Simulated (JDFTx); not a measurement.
**Nb: equation of state with PBE**

Crystal: Nb.

```
Nb
1.0
     0.00000    2.11500    2.11500
     2.11500    0.00000    2.11500
     2.11500    2.11500    0.00000
Nb
1
Direct
  0.00000 0.00000 0.00000
```

This isn't the form of Nb at room conditions, which is bcc.

```
Program             : JDFTx 1.7.0 (patched build)
Task                : equation of state
Functional          : PBE
Potentials or basis : PseudoDojo-SR-PBE-0.5-standard with smoothed tails
Cutoff              : 1116 eV
Density cutoff      : 4463 eV
k mesh              : 11 × 11 × 11
Occupations         : fermi-dirac, width 0.05 eV
Spin                : no spin polarisation
```

* Equilibrium volume: 18.72 Å³/atom
* Bulk modulus: 164 GPa
* Pressure derivative of the bulk modulus: 4.0

Energy against volume, from the lowest point:
| volume (Å³/atom) | energy (meV/atom) |
| --- | --- |
| 17.786 | 25.26 |
| 18.165 | 8.07 |
| 18.543 | 0.00 |
| 18.922 | 0.17 |
| 19.300 | 7.78 |
| 19.679 | 22.13 |
| 20.057 | 42.54 |
